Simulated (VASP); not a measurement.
# Hf (Fm-3m) in VASP: a series of runs

The runs below take Hf through single point, relaxation of cell and atoms, with PBEsol.

Everything below comes from runs of VASP 6.6.1. Logs are shortened: lines on timing, memory, paths and dates and some standing lists are left out, and cuts for length are marked.

### Step 1. Starting point

It takes space group Fm-3m (No. 225, cubic). Conventional cell: a = 4.418 Å, b = 4.418 Å, c = 4.418 Å, α = 90.00°, β = 90.00°, γ = 90.00°. Hf (site symmetry m-3m) is surrounded by 12 Hf at 3.12 Å.

This isn't the form of Hf at room conditions, which is hcp.

### Step 2. Single point, PBEsol

File INCAR:

```
ALGO = Fast ; EDIFF = 1E-6
ENCUT = 520 ; GGA = PS
ISIF = 2 ; ISMEAR = 0
LASPH = T ; LCHARG = F
LREAL = F ; LWAVE = F
NBANDS = 11 ; NELM = 100
PREC = Accurate ; SIGMA = 0.1
```

File KPOINTS:

```
k-points
0
Gamma
  16 16 16
```

File POSCAR:

```
Hf
1.0
    0.0000000000      2.2090490895      2.2090490895
    2.2090490895      0.0000000000      2.2090490895
    2.2090490895      2.2090490895      0.0000000000
Hf
1
Direct
    0.0000000000      0.0000000000      0.0000000000
```

Potentials or basis: VASP PAW PBE potentials, release 64 (Hf_pv).

Launch:

```console
$ cat potpaw_PBE.64/Hf_pv/POTCAR > POTCAR
$ mpirun -np 1 vasp_std > vasp.out
```

OUTCAR:

```text
EDIFF = 1E-6
   ENCUT = 520
   GGA = PS
   ISIF = 2
   ISMEAR = 0
   LASPH = T
   LREAL = F
   NELM = 100
   PREC = Accurate

 ion  position               nearest neighbor table
   1  0.000  0.000  0.000-

  LATTYP: Found a face centered cubic cell.
 ALAT       =     4.4180981790

  Lattice vectors:

 A1 = (   0.0000000000,   2.2090490895,   2.2090490895)
 A2 = (   2.2090490895,   0.0000000000,   2.2090490895)
 A3 = (   2.2090490895,   2.2090490895,   0.0000000000)

Analysis of symmetry for initial positions (statically):
=====================================================================
 Subroutine PRICEL returns:
 Original cell was already a primitive cell.

 Routine SETGRP: Setting up the symmetry group for a
 face centered cubic supercell.

 Subroutine GETGRP returns: Found 48 space group operations
 (whereof 48 operations were pure point group operations)
 out of a pool of 48 trial point group operations.

The static configuration has the point symmetry O_h .

Analysis of symmetry for dynamics (positions and initial velocities):
=====================================================================
 Subroutine PRICEL returns:
 Original cell was already a primitive cell.

 Routine SETGRP: Setting up the symmetry group for a
 face centered cubic supercell.

 Subroutine GETGRP returns: Found 48 space group operations
 (whereof 48 operations were pure point group operations)
 out of a pool of 48 trial point group operations.

The dynamic configuration has the point symmetry O_h .

 Subroutine INISYM returns: Found 48 space group operations
 (whereof 48 operations are pure point group operations),
 and found     1 'primitive' translations

----------------------------------------------------------------------------------------

                                     Primitive cell

  volume of cell :      21.5599

  direct lattice vectors                    reciprocal lattice vectors
     0.000000000  2.209049090  2.209049090    -0.226341733  0.226341733  0.226341733
     2.209049090  0.000000000  2.209049090     0.226341733 -0.226341733  0.226341733
     2.209049090  2.209049090  0.000000000     0.226341733  0.226341733 -0.226341733

  length of vectors
     3.124067182  3.124067182  3.124067182     0.392035382  0.392035382  0.392035382

  position of ions in fractional coordinates (direct lattice)
     0.000000000  0.000000000  0.000000000

  ion indices of the primitive-cell ions
   primitive index   ion index
                 1           1
[... 79 lines left out ...]
   ISYM   =      2    0-nonsym 1-usesym 2-fastsym
   POTIM  = 0.5000    time-step for ionic-motion
   TEBEG  =    0.0;   TEEND  =   0.0 temperature during run
   PSTRESS=    0.0 pullay stress
   NELECT =      10.0000    total number of electrons
   NUPDOWN=      -1.0000    fix difference up-down
   EMIN   =  10.00;   EMAX   =-10.00  energy-range for DOS
   EFERMI =   0.00;   METHOD = LEGACY
   ISMEAR =     0;   SIGMA  =   0.10  broadening in eV -4-tet -1-fermi 0-gaus
   EFERMI_NEDOS =   21; number of points for ismear=-14 and -15
   IALGO  =     68    algorithm
   IMIX   =      4    mixing-type and parameters
     AMIX     =   0.40;   BMIX     =  1.00
     AMIX_MAG =   1.60;   BMIX_MAG =  1.00
  volume/ion in A,a.u.               =      21.56       145.49
  Fermi-wavevector in a.u.,A,eV,Ry     =   1.267242  2.394740 21.849618  1.605902
  Thomas-Fermi vector in A             =   2.400400
   LORBIT       =      0    0 simple, 1 ext, 2 COOP (PROOUT), +10 PAW based schemes
   GGA     = PS    functional components
   LHFCALC =     F    Hartree Fock is set to
   AEXX    =    0.0000 exact exchange contribution
   IVDW    =     0    specifies the selected vdW correction
   LEPSILON=     F    determine dielectric tensor
   LRPA    =     F    only Hartree local field effects (RPA)
 non-spin polarized calculation
 RMM-DIIS sequential band-by-band and
 Gauss-broadening in eV      SIGMA  =   0.10
  energy-cutoff  :      520.00
  volume of cell :       21.56
 maximum number of plane-waves:       604
   NGX = 11   NGY = 11   NGZ = 11

 number of electron      10.0000001 magnetization

 Free energy of the ion-electron system (eV)
  ---------------------------------------------------
  ext. energy  EPLUGINS =         0.00000000
  ---------------------------------------------------
  free energy    TOTEN  =       -10.43610092 eV

  energy without entropy =      -10.42724998  energy(sigma->0) =      -10.43167545

 E-fermi :   4.8396     XC(G=0): -11.5629

 val. band max:        4.8294028116   @ k =   0.3125   0.0000   0.0000
 cond. band min:       4.8466947505   @ k =  -0.3125   0.3125   0.0625
 fundamental gap:      0.0172919389
 Fermi energy:         4.8396007228

 k-point     1 :       0.0000    0.0000    0.0000
  band No.  band energies     occupation
      1     -24.9878      2.00000
      2     -24.9878      2.00000
      3     -24.9878      2.00000
      4      -2.5036      2.00000
      5       6.2438      0.00000
      6       6.2438      0.00000
      7       6.2438      0.00000
      8       9.1629      0.00000
      9       9.1629      0.00000
     10      16.3316      0.00000
     11      18.0153      0.00000
[... 309 lines left out ...]
 k-point    24 :      -0.0625    0.0625    0.0000
  band No.  band energies     occupation
      1     -25.0788      2.00000
      2     -25.0140      2.00000
      3     -24.9941      2.00000
      4      -2.1261      2.00000
      5       5.8653      0.00000
      6       6.4182      0.00000
      7       6.4354      0.00000
      8       8.7986      0.00000
      9       9.1491      0.00000
     10      17.1547      0.00000
     11      19.4570      0.00000

 [... further k-points ...]

------------------------ aborting loop because EDIFF is reached ----------------------------------------

  FORCE on cell =-STRESS in cart. coord.  units (eV):
  Direction    XX          YY          ZZ          XY          YZ          ZX
  --------------------------------------------------------------------------------------
  -------------------------------------------------------------------------------------
  Total       -0.0591798     -0.0591798     -0.0591798      0.0000000      0.0000000      0.0000000
  in kB       -4.3978219     -4.3978219     -4.3978219      0.0000000      0.0000000      0.0000000
  external PRESSURE =      -4.3978219 kB  Pullay stress =       0.0000000 kB

 VOLUME and BASIS-vectors are now :
 -----------------------------------------------------------------------------
  energy-cutoff  :      520.00
  volume of cell :       21.56
      direct lattice vectors                 reciprocal lattice vectors
     0.000000000  2.209049090  2.209049090    -0.226341733  0.226341733  0.226341733
     2.209049090  0.000000000  2.209049090     0.226341733 -0.226341733  0.226341733
     2.209049090  2.209049090  0.000000000     0.226341733  0.226341733 -0.226341733

 POSITION                                       TOTAL-FORCE (eV/Angst)
 -----------------------------------------------------------------------------------
      0.00000      0.00000      0.00000        -0.000000     -0.000000     -0.000000
 -----------------------------------------------------------------------------------
    total drift:                               -0.000000      0.000000      0.000000

  FREE ENERGIE OF THE ION-ELECTRON SYSTEM (eV)
  ---------------------------------------------------
  free  energy   TOTEN  =       -10.4361009161 eV

  energy  without entropy=      -10.4272499838  energy(sigma->0) =      -10.43167545
```

Run time: 19 s. Hardware: 1 thread of Intel Xeon Platinum 8259CL at 2.50GHz (Skylake/Cascade Lake), shared host; peak memory 0.16 GiB.

Results:

- Free energy: -10.4361 eV
- Pressure: -0.4 GPa
- Band gap on the k mesh: none (metal or under the smearing width)

Levels at points of the mesh, in eV from the Fermi level:
```csv
k point,band 2,band 3,band 4,band 5,band 6,band 7,band 8,band 9
"(0.00, 0.00, 0.00)",-29.83,-29.83,-7.34,1.40,1.40,1.40,4.32,4.32
"(0.50, 0.00, 0.00)",-29.95,-29.95,-3.75,0.73,1.16,1.16,6.57,6.57
"(0.50, 0.50, 0.00)",-30.16,-30.16,-3.42,-2.27,2.74,6.57,7.23,7.23
```

Caveat: the PAW data sets were made with another functional, which shifts forces and pressure a little. Spin-orbit coupling is left out, which matters for the levels of Hf.

### Step 3. Relaxation of cell and atoms, PBEsol

This run uses another cell than the first one, of 21.88 Å³/atom, 1.015 times its volume.

File INCAR:

```
PREC     = Accurate       # precision mode
ENCUT    = 600            # plane-wave cutoff, eV
EDIFF    = 1E-6           # SCF threshold, eV
ISMEAR   = 0              # smearing method
SIGMA    = 0.1            # smearing width, eV
LREAL    = F              # projectors in reciprocal space
LASPH    = T              # aspherical terms in the spheres
NELM     = 100            # most SCF steps
ALGO     = Normal         # electronic algorithm
ISIF     = 3              # what is computed and relaxed
LWAVE    = F              # write WAVECAR
LCHARG   = F              # write CHGCAR
GGA      = PS             # functional
IBRION   = 2              # ionic algorithm
NSW      = 100            # ionic steps
EDIFFG   = -0.005         # ionic threshold
```

File KPOINTS:

```
regular mesh
0
Gamma
  16 16 16
```

File POSCAR:

```
Hf
1.0
    0.0000000000      2.2200000000      2.2200000000
    2.2200000000      0.0000000000      2.2200000000
    2.2200000000      2.2200000000      0.0000000000
Hf
1
Direct
    0.0000000000      0.0000000000      0.0000000000
```

Potentials or basis: VASP PAW PBE potentials, release 64 (Hf_pv).

Launch:

```console
$ cat potpaw_PBE.64/Hf_pv/POTCAR > POTCAR
$ mpirun -np 1 vasp_std > vasp.out
```

Wall time 58 s (1 thread of Intel Xeon Platinum 8259CL at 2.50GHz (Skylake/Cascade Lake), shared host); peak memory 0.19 GiB.

The run converged. Its results:

* Free energy: -10.4364 eV
* Relaxed volume: 21.47 Å³/atom
* Relaxed cell: a = 3.120 Å, b = 3.120 Å, c = 3.120 Å, α = 60.00°, β = 60.00°, γ = 60.00°
* Space group after relaxing (to 0.05 Å): Fm-3m (No. 225)
* Energy gained by relaxing: 2.6 meV/atom
* Ionic steps: 3
* Pressure after relaxing: 0.0 GPa
* Band gap on the k mesh: none (metal or under the smearing width)

The path:
```tsv
step	energy change (eV)	largest force (eV/Å)	pressure (GPa)	volume (Å³)
1	0.0000	0.0000	-1.98	21.88
2	0.0005	0.0000	2.32	21.04
3	-0.0026	0.0000	-0.01	21.47
```

Final structure:
```xyz
1
Lattice="0.0000 2.2061 2.2061 2.2061 0.0000 2.2061 2.2061 2.2061 0.0000" Properties=species:S:1:pos:R:3 pbc="T T T"
Hf    0.0000    0.0000    0.0000
```

Levels at points of the mesh, in eV from the Fermi level:
```csv
k point,band 3,band 4,band 5,band 6,band 7,band 8
"(0.00, 0.00, 0.00)",-29.81,-7.36,1.41,1.41,1.41,4.34
"(0.50, 0.00, 0.00)",-29.94,-3.77,0.75,1.16,1.16,6.59
"(0.50, 0.50, 0.00)",-30.15,-3.43,-2.28,2.77,6.60,7.27
```

Caveat: the PAW data sets were made with another functional, which shifts forces and pressure a little. The run has no spin-orbit coupling, so splittings on Hf are missing.
